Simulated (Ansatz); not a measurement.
## Mo2COS MXene monolayer in a perpendicular field

What dipole does a perpendicular field induce in the Mo2COS MXene monolayer? A positive field points along +c.

Program: Ansatz 0.2.0. Level of theory: plane-wave DFT, RPBE-D3(BJ), Ansatz PAW, in the first sound run; inputs show where later runs differ. Results are calculated unless marked as measured.

**1. Set-up**

The cell holds 5 atoms: 1 S, 2 Mo, 1 C and 1 O. Cell: a = 3.025 Å, b = 3.025 Å, c = 23.151 Å, α = 90.0°, β = 90.0°, γ = 120.0°. Vacuum lies along c.

**2. Relaxing the slab**

The starting cell is a guess, so the in-plane lattice and the atoms are relaxed first, with the slab cut off from its images along the normal. The program lengthens the vector along the normal by itself, so c and the volume that it reports differ from the typed ones.

input.yaml reads:

```yaml
crystal:
  lattice:
    - [3.024736, 0.0, 0.0]
    - [-1.512368, 2.6194982157, 0.0]
    - [0.0, 0.0, 23.1513579428]
  atoms:
    - { symbol: S, position: [0.3333333333, 0.6666666667, 0.3887460953] }
    - { symbol: Mo, position: [0.6666666667, 0.3333333333, 0.4621049905] }
    - { symbol: C, position: [0.0, 0.0, 0.5136561887] }
    - { symbol: Mo, position: [0.3333333333, 0.6666666667, 0.5652073868] }
    - { symbol: O, position: [0.6666666667, 0.3333333333, 0.6112539047] }
  periodic: [true, true, false]
kpoints:
  mp_grid: { grid: [12, 12, 1] }
hamiltonian:
  xc: rpbe
  dispersion: d3bj
scf:
  occupations: { method: fermi_dirac, width: 0.05 }
  convergence: { dr2_threshold: 1.0e-09 }
relax:
  f_tol: 0.004
  max_steps: 90
  cell: {}
output:
  write_potential: true
  write_density: true
  volumetric_format: npy
```

Started as:

```sh
$ ansatz run input.yaml --threads 2 --pin off --max-ram 3072MiB --backend cpu --events-out ev --progress --plain --runs-dir out
```

Numbers of over 12 decimals in the logs are rounded to 6 here.

Output:

```text
Warning: crystal.periodic: the lattice vector that does not repeat stood 0.000° off the slab's normal, 23.151 Å along it as the deck builds it. The run solves the slab on a vector along the normal, 34.103 Å long, with every atom where it was (on the deck's vector they left 18.00 Å outside them, and the widest stretch free of ions among them is 1.70 Å). A fractional position that the run reports is one of the run's ce [...]
Warning: relax.cell: scf.convergence.dr2_threshold = 1e-9 eV is looser than the 2.17804519824e-10 eV advised for a relaxation that steers and ends on the stress (1e-10 eV for each atom of the cell: 5, times the square of relax.cell.stress_2d_tol = 0.05 N/m over 15.2 Å (the atoms' height at the walk's start and 5 Å past either face), 3.300e-2 GPa, over a crystal's default 0.05). What an SCF threshold leaves in a stress goes as its square root, and in the free energy as the threshold itself, and one threshold admits the most on a small cell: [figures from the program's tests cut] Set scf.convergence.dr2_threshold to 2.17804519824e-10 eV or tighter. [rest of the remark cut]
crystal.periodic: the lattice vector that does not repeat stood 0.000° off the slab's normal, 23.151 Å along it as the deck builds it. The run solves the slab on a vector along the normal, 34.103 Å long, with every atom where it was (on the deck's vector they left 18.00 Å outside them, and the widest stretch free of ions among them is 1.70 Å). A fractional position that the run reports is one of the run's cell, which [...]
Engine: ansatz 0.2.0, aarch64-unknown-linux-gnu
Pseudopotentials: kind: paw
Pseudopotential: S, paw, valence charge 6, recommended cutoff 420 eV (normal), S.paw.azcp
Pseudopotential: Mo, paw, valence charge 14, recommended cutoff 420 eV (normal), Mo.paw.azcp
Pseudopotential: C, paw, valence charge 4, recommended cutoff 420 eV (normal), C.paw.azcp
Pseudopotential: O, paw, valence charge 6, recommended cutoff 420 eV (normal), O.paw.azcp
Functional definition: RPBE
  parameter kappa = 0.804
  parameter beta = 0.066725
  exchange = rpbe_x(kappa = kappa, mu = beta*pi^2/3)
  correlation = pbe_c(beta = beta)
Crystal: 5 atoms, lattice volume = 270.206 Å³
Basis set: ecut = 420 eV, 5213 PW (Γ), exchange–correlation on 48×48×480 points (8 copies of the dense FFT grid, shifted against one another)
Bands: 27, of which v1, the nominal top of the filled ones, is band 22 counted from 1 (21 counted from 0)
Symmetry: 6 space group operations
Space group: P3m1 (ITA 156), of the structure as read, at distance tolerance 6.5e-5 Å
k-points: 19 of 144 (time reversal used)
Non-local potential: S, projectors of the file, l = 0: 2, l = 1: 2, l = 2: 2
Non-local potential: Mo, projectors of the file, l = 0: 3, l = 1: 2, l = 2: 2, l = 3: 1
Non-local potential: C, projectors of the file, l = 0: 2, l = 1: 2, l = 2: 1
Non-local potential: O, projectors of the file, l = 0: 2, l = 1: 2, l = 2: 1
PAW form: soft (Blöchl's): semilocal exchange-correlation on the pseudo side does not see the compensation charge
PAW frozen core: S, regenerated for the run's functional, and the local potential with it (the file was generated under x = pbe(κ = 0.804, μ = 0.219515), c = pbe(β = 0.066725))
PAW frozen core: Mo, regenerated for the run's functional, and the local potential with it (the file was generated under x = pbe(κ = 0.804, μ = 0.219515), c = pbe(β = 0.066725))
PAW frozen core: C, regenerated for the run's functional, and the local potential with it (the file was generated under x = pbe(κ = 0.804, μ = 0.219515), c = pbe(β = 0.066725))
PAW frozen core: O, regenerated for the run's functional, and the local potential with it (the file was generated under x = pbe(κ = 0.804, μ = 0.219515), c = pbe(β = 0.066725))
PAW one-centre angular grid: S, 110 points (default); XC on 64 Gauss nodes
PAW one-centre angular grid: Mo, 590 points (default); XC on 64 Gauss nodes
PAW one-centre angular grid: C, 110 points (default); XC on 64 Gauss nodes
PAW one-centre angular grid: O, 110 points (default); XC on 64 Gauss nodes
Initial density: superposition of atomic densities (neutral atoms: chi_scale 0, normalization atom), corrected by the library's trained network
Initial wavefunctions: pseudopotential atomic-orbital guess
Functional: x = rpbe, c = pbe(β = 0.066725)
SCF iter   1: F=—  HF=-11662.370764 eV  |F-HF|=—  |Δ(HF+E_count)|=         —  Δρ=5.65e-3  dr2=8.71e-1  ethr=1.77e-3  ⟨swp⟩=14.4  Hψ=4286  notcnv=0
preconditioner: auto → LDOS  [metal: Δε(μ)=0.027 eV  Ē_g=8.175 eV  σ=0.050 eV  W_gap=0.13  n_scr=20 (ndim 8)  ℏωp=12.0 eV  f_vac=0.753  D(μ)=3.92/eV (n_scr^D=16)  β→1.0]
SCF iter   2: F=—  HF=-11662.344888 eV  |F-HF|=—  |Δ(HF+E_count)|=   2.59e-2  Δρ=2.06e-3  dr2=1.96e-2  ethr=1.77e-3  ⟨swp⟩=2.0  Hψ=717  notcnv=0
SCF iter   3: F=—  HF=-11662.345595 eV  |F-HF|=—  |Δ(HF+E_count)|=   7.07e-4  Δρ=7.96e-4  dr2=8.22e-3  ethr=4.45e-5  ⟨swp⟩=3.8  Hψ=1394  notcnv=0
SCF iter   4: F=—  HF=-11662.345468 eV  |F-HF|=—  |Δ(HF+E_count)|=   1.27e-4  Δρ=2.84e-4  dr2=4.66e-4  ethr=1.87e-5  ⟨swp⟩=2.9  Hψ=919  notcnv=0
SCF iter   5: F=—  HF=-11662.345445 eV  |F-HF|=—  |Δ(HF+E_count)|=   2.30e-5  Δρ=1.03e-4  dr2=1.07e-4  ethr=1.06e-6  ⟨swp⟩=3.4  Hψ=1128  notcnv=0
SCF iter   6: F=—  HF=-11662.345463 eV  |F-HF|=—  |Δ(HF+E_count)|=   1.78e-5  Δρ=3.12e-5  dr2=9.39e-6  ethr=2.43e-7  ⟨swp⟩=2.0  Hψ=774  notcnv=0
SCF iter   7: F=—  HF=-11662.345463 eV  |F-HF|=—  |Δ(HF+E_count)|=   1.94e-7  Δρ=7.27e-6  dr2=2.15e-7  ethr=2.13e-8  ⟨swp⟩=3.3  Hψ=1084  notcnv=0
SCF iter   8: F=—  HF=-11662.345566 eV  |F-HF|=—  |Δ(HF+E_count)|=   1.02e-4  Δρ=2.26e-6  dr2=2.86e-8  ethr=4.88e-10  ⟨swp⟩=3.9  Hψ=1361  notcnv=0
SCF iter   9: F=—  HF=-11662.345566 eV  |F-HF|=—  |Δ(HF+E_count)|=   7.00e-8  Δρ=7.44e-7  dr2=5.20e-9  ethr=6.50e-11  ⟨swp⟩=3.2  Hψ=1079  notcnv=0
SCF iter  10: F=-11662.345566 eV  HF=-11662.345566 eV  |F-HF|=7.78e-9  |Δ(HF+E_count)|=   1.11e-8  Δρ=1.57e-7  dr2=1.32e-10  ethr=2.27e-12  ⟨swp⟩=13.9  Hψ=4956  notcnv=0
SCF 1 converged in 10 iterations: F = -11662.345566 eV  dr2 = 1.32e-10
  greatest PAW one-centre occupation: 0.998 electrons in one spin orbital (limit 2), on the Mo atom at site 1 (counted from 0), in its partial waves of l = 0
relax step   1: F+E_penalty+E_count = -11662.34556569 eV  Δ(F+E_penalty+E_count) = +0.000e0 eV  max|allowed force component| = 2.549e0 eV/Å  Δτ_max = 0.0000 Å  P = -6.337 N/m  Ω = 270.206 Å³  fix = [c, alpha, beta]  reactions: c +0.000 N/m  (10 SCF iters, accepted)
Crystal: 5 atoms, lattice volume = 264.368 Å³
[...]
SCF iter   2: F=—  HF=-11662.590493 eV  |F-HF|=—  |Δ(HF+E_count)|=   3.29e-3  Δρ=2.08e-3  dr2=1.26e-1  ethr=1.47e-4  ⟨swp⟩=3.4  Hψ=1070  notcnv=0
SCF iter   3: F=—  HF=-11662.584294 eV  |F-HF|=—  |Δ(HF+E_count)|=   6.20e-3  Δρ=6.13e-4  dr2=7.73e-3  ethr=1.47e-4  ⟨swp⟩=3.3  Hψ=981  notcnv=0
SCF iter   4: F=—  HF=-11662.584300 eV  |F-HF|=—  |Δ(HF+E_count)|=   5.80e-6  Δρ=2.38e-4  dr2=2.44e-4  ethr=1.76e-5  ⟨swp⟩=2.8  Hψ=866  notcnv=0
SCF iter   5: F=—  HF=-11662.584276 eV  |F-HF|=—  |Δ(HF+E_count)|=   2.37e-5  Δρ=8.22e-5  dr2=1.57e-5  ethr=5.54e-7  ⟨swp⟩=3.6  Hψ=1256  notcnv=0
SCF iter   6: F=—  HF=-11662.584300 eV  |F-HF|=—  |Δ(HF+E_count)|=   2.33e-5  Δρ=3.03e-5  dr2=2.55e-6  ethr=3.56e-8  ⟨swp⟩=3.7  Hψ=1207  notcnv=0
SCF iter   7: F=—  HF=-11662.584400 eV  |F-HF|=—  |Δ(HF+E_count)|=   1.00e-4  Δρ=1.32e-5  dr2=4.86e-7  ethr=5.79e-9  ⟨swp⟩=3.4  Hψ=1253  notcnv=0
SCF iter   8: F=—  HF=-11662.584399 eV  |F-HF|=—  |Δ(HF+E_count)|=   1.49e-7  Δρ=2.69e-6  dr2=2.05e-8  ethr=1.10e-9  ⟨swp⟩=3.2  Hψ=1144  notcnv=0
SCF iter   9: F=—  HF=-11662.584399 eV  |F-HF|=—  |Δ(HF+E_count)|=   5.05e-8  Δρ=1.32e-6  dr2=3.64e-9  ethr=4.65e-11  ⟨swp⟩=3.8  Hψ=1336  notcnv=0
SCF iter  10: F=-11662.584399 eV  HF=-11662.584399 eV  |F-HF|=3.86e-10  |Δ(HF+E_count)|=   1.83e-9  Δρ=2.78e-7  dr2=1.30e-10  ethr=2.27e-12  ⟨swp⟩=13.8  Hψ=4955  notcnv=0
SCF 3 converged in 10 iterations: F = -11662.584399 eV  dr2 = 1.30e-10
relax step   3: F+E_penalty+E_count = -11662.58439945 eV  Δ(F+E_penalty+E_count) = -1.570e-2 eV  max|allowed force component| = 7.968e-1 eV/Å  Δτ_max = 0.0578 Å  P = +1.300 N/m  Ω = 270.701 Å³  energy of the carried Pulay correction = -1.927e-4 eV  fix = [c, alpha, beta]  reactions: c +0.000 N/m  (10 SCF iters, accepted)
[...]
relax step   4: F+E_penalty+E_count = -11662.59925543 eV  Δ(F+E_penalty+E_count) = -1.486e-2 eV  max|allowed force component| = 1.330e-1 eV/Å  Δτ_max = 0.0346 Å  P = -0.481 N/m  Ω = 270.070 Å³  energy of the carried Pulay correction = +5.298e-5 eV  fix = [c, alpha, beta]  reactions: c +0.000 N/m  (10 SCF iters, accepted)
[...]
relax step   5: F+E_penalty+E_count = -11662.60027899 eV  Δ(F+E_penalty+E_count) = -1.024e-3 eV  max|allowed force component| = 2.912e-2 eV/Å  Δτ_max = 0.0092 Å  P = +0.073 N/m  Ω = 270.059 Å³  energy of the carried Pulay correction = +5.711e-5 eV  fix = [c, alpha, beta]  reactions: c +0.000 N/m  (9 SCF iters, accepted)
[...]
relax step   6: F+E_penalty+E_count = -11662.60027560 eV  Δ(F+E_penalty+E_count) = +3.383e-6 eV  max|allowed force component| = 5.299e-3 eV/Å  Δτ_max = 0.0008 Å  P = +0.025 N/m  Ω = 270.125 Å³  energy of the carried Pulay correction = +3.138e-5 eV  fix = [c, alpha, beta]  reactions: c +0.000 N/m  (7 SCF iters, accepted)
[...]
relax step   7: F+E_penalty+E_count = -11662.60025890 eV  Δ(F+E_penalty+E_count) = +1.670e-5 eV  max|allowed force component| = 1.817e-3 eV/Å  Δτ_max = 0.0003 Å  P = -0.000 N/m  Ω = 270.173 Å³  energy of the carried Pulay correction = +1.287e-5 eV  fix = [c, alpha, beta]  reactions: c -0.000 N/m  (5 SCF iters, accepted)
Initial wavefunctions: pseudopotential atomic-orbital guess (no wavefunctions were taken with the density)
iter 1 solved again at ethr=1.60e-7 eV; its pass at ethr=3.10e-3 eV (dr2=7.02e-5 eV) is discarded
SCF iter   1: F=—  HF=-11662.600089 eV  |F-HF|=—  |Δ(HF+E_count)|=         —  Δρ=7.90e-7  dr2=1.31e-9  ethr=1.60e-7  ⟨swp⟩=7.9  Hψ=7510  notcnv=0
eigensolver tolerance schedule: the retry pair's looser diagonalisation over-reported the residual by 53520.65 of it (diagonalisation noise at an unbounded share of the residual, at the tolerance the schedule requests for it); recorded, not acted on — ethr = c·dr2/N_el stays at c = 1.0e-1
SCF iter   2: F=—  HF=-11662.600256 eV  |F-HF|=—  |Δ(HF+E_count)|=   1.66e-4  Δρ=1.06e-6  dr2=6.66e-9  ethr=2.98e-12  ⟨swp⟩=8.1  Hψ=2935  notcnv=0
SCF iter   3: F=-11662.600256 eV  HF=-11662.600256 eV  |F-HF|=7.28e-12  |Δ(HF+E_count)|=  7.22e-10  Δρ=4.82e-7  dr2=3.00e-10  ethr=2.27e-12  ⟨swp⟩=15.5  Hψ=5629  notcnv=0
SCF 8 converged in 3 iterations: F = -11662.600256 eV  dr2 = 3.00e-10
relax step   8: F+E_penalty+E_count = -11662.60025553 eV  Δ(F+E_penalty+E_count) = +3.367e-6 eV  max|allowed force component| = 1.816e-3 eV/Å  Δτ_max = 0.0000 Å  P = +0.003 N/m  Ω = 270.173 Å³  fix = [c, alpha, beta]  reactions: c +0.000 N/m  stress off target by 2.84e-3 N/m on what of the cell is left free  SCF on the basis re-selected at this cell (its energy is not comparable with the rows above)  (3 SCF iters)
basis re-selected at this cell: Δ(F+E_penalty+E_count) = +3.367e-6 eV, ΔP = +0.003 N/m vs the last step (what re-selecting the basis moved, of the pressure what is left beyond the Pulay correction that the steps carried, after the strain that the cell walked since its last selection, with what the two solves' SCF thresholds leave and, on support functions, any second-order correction that the steps lacked; it is no m [...]
SCF converged after 3 iterations
Free energy (F): -11662.600256 eV
Harris-Foulkes:  -11662.600256 eV  (|F-HF|=7.28e-12)
Internal energy: -11662.591929 eV  (E = F + TS)
E sigma→0 (E₀):  -11662.596092 eV
Entropy (-TS):   -0.008326 eV (-1.665 meV/atom)
Fermi energy:    -5.601452 eV
--- Per-component energies (eV) ---
  E_band       = -1124.202114
  E_kinetic    = 1266.015156
  E_local      = -148789.502692  (includes V_loc(G=0)·N_el)
  E_nonlocal   = 384.055034
  E_hartree    = 73526.055815
  E_xc         = -591.866794
  E_vxc        = -705.962914  (∫ρ·V_xc dr)
  E_paw        = -7278.428932  (= ΣΔE_a)
  E_vpaw       = -330.919790  (= ΣTr[D̂ρ^β])
  E_aug_tail   = 0.002455  (compensation charges beyond the density's cutoff)
  E_ewald      = 69830.884588
  E_disp       = -9.552110  (pairwise vdW)
  E_core_change = -0.254449  (= ΣΔE_core)
  E_smearing   = -0.008326  (= −TS)
  E_closure    = -0.000000  (closes the sum)
  Σ components = -11662.600256   (vs F -11662.600256, Δ=0.00e0)
--- Forces (eV/Å), atoms counted from 1 ---
  atom   1  S      0.00000000    -0.00000000     0.00085289
  atom   2  Mo     0.00000000     0.00000000    -0.00181667
  atom   3  C     -0.00000000    -0.00000000     0.00105762
  atom   4  Mo     0.00000000     0.00000000     0.00038359
  atom   5  O      0.00000000     0.00000000    -0.00048025
  max |Σ_I F_I| component: 2.82e-6 eV/Å
--- 2D stress c σ (N/m, compression-positive) ---
        0.002835       0.000000      -0.000000
        0.000000       0.002835      -0.000000
       -0.000000      -0.000000       0.000000
  P = ½ c Tr σ = 0.0028 N/m
--- Band table (eV; the first three rows and the last of 19) ---
  k-point 0: bands = [... 18 lower, -8.1662, -8.1662, -6.8952, -6.4225, -6.4225, -5.3650, -5.3650, -3.9249, ... 1 higher]
  k-point 1: bands = [... 18 lower, -8.3247, -8.2892, -7.2735, -6.3287, -6.1377, -5.2905, -5.2003, -3.8174, ... 1 higher]
  k-point 2: bands = [... 18 lower, -8.3140, -8.3072, -7.7956, -6.3162, -5.8612, -5.1466, -4.6603, -4.1207, ... 1 higher]
  k-point 18: bands = [... 18 lower, -9.9440, -9.7356, -6.3401, -6.2408, -5.7210, -4.5015, -3.9100, -3.8734, ... 1 higher]
  the weakly bound empty levels are not read free of the cell's end (no_gap_told)
--- Relaxed structure (7 steps of the walk, 7 accepted, 1 SCFs on fresh bases) ---
  F+E_penalty+E_count = -11662.60025553 eV   max|allowed force component| = 1.816e-3 eV/Å   (the final SCF, on the basis selected at the relaxed cell)
  cell:  # Å, volume = 270.1727 Å³
    - [3.024551, 0.0, 0]
    - [-1.512276, 2.619338, 0]
    - [0, 0, 34.102716]
  atoms:
    - { symbol: S, position: [0.333333, 0.666667, 0.266731] }
    - { symbol: Mo, position: [0.666667, 0.333333, 0.315812] }
    - { symbol: C, position: [0, 0, 0.348162] }
    - { symbol: Mo, position: [0.333333, 0.666667, 0.380108] }
    - { symbol: O, position: [0.666667, 0.333333, 0.414178] }
```

Elapsed: 2.9 min, on 2 threads of Arm Neoverse N1, shared host; peak memory 0.54 GiB.

The steps of the relaxation:

```
step  energy less that of the first step (eV)  largest force component (eV/Å)  volume (Å³)
   1                                   0.0000                          2.5490       270.21
   2                                  -0.2231                          0.7954       264.37
   3                                  -0.2388                          0.7968       270.70
   4                                  -0.2537                          0.1330       270.07
   5                                  -0.2547                          0.0291       270.06
   6                                  -0.2547                          0.0053       270.13
   7                                  -0.2547                          0.0018       270.17
  8*                                  -0.2547                          0.0018       270.17
```

Relaxation steps marked * repeat the geometry before them on a plane-wave basis chosen anew for their cell, so energy and pressure can jump there.

Forces are held to the 6 operations that the run works with; a distortion that breaks them can't arise in this run.

```
cell as run  before  after  change
      a (Å)   3.025  3.025  -0.0 %
      b (Å)   3.025  3.025  -0.0 %
```

The atoms that moved most (Å, along periodic axes as changes of fractional coordinates times the final cell, across vacuum about the mean position):

```
atom     dx     dy      dz  length
 Mo4  0.000  0.000  -0.123   0.123
  S1  0.000  0.000   0.096   0.096
 Mo2  0.000  0.000   0.072   0.072
  O5  0.000  0.000  -0.027   0.027
  C3  0.000  0.000  -0.019   0.019
```

The relaxed structure:

```xyz
5
Lattice="3.0246 0.0000 0.0000 -1.5123 2.6193 0.0000 0.0000 0.0000 34.1027" Properties=species:S:1:pos:R:3
S     0.0000    1.7462    9.0963
Mo    1.5123    0.8731   10.7700
C     0.0000    0.0000   11.8733
Mo    0.0000    1.7462   12.9627
O     1.5123    0.8731   14.1246
```

This step gave:

- energy at zero smearing: -11662.5961 eV

The lattice constant a goes from 3.025 to 3.025 Å.

[end of part 1 of 3]

[Logs are printed without paths, hosts, clocks, repeated set-up lines and the standing remarks that a program may print on its own settings, such as how far it seeks lower states.]

[Hosts, paths, dates, database ids (printed as entryN), source tags and the programs' standing remarks are cut or masked in the printed files.]

[Maps of the electrostatic potential energy from Ansatz leave out the sawtooth potential of an applied field or a dipole correction, so their vacuum need not be flat; planar profiles and work functions include it.]
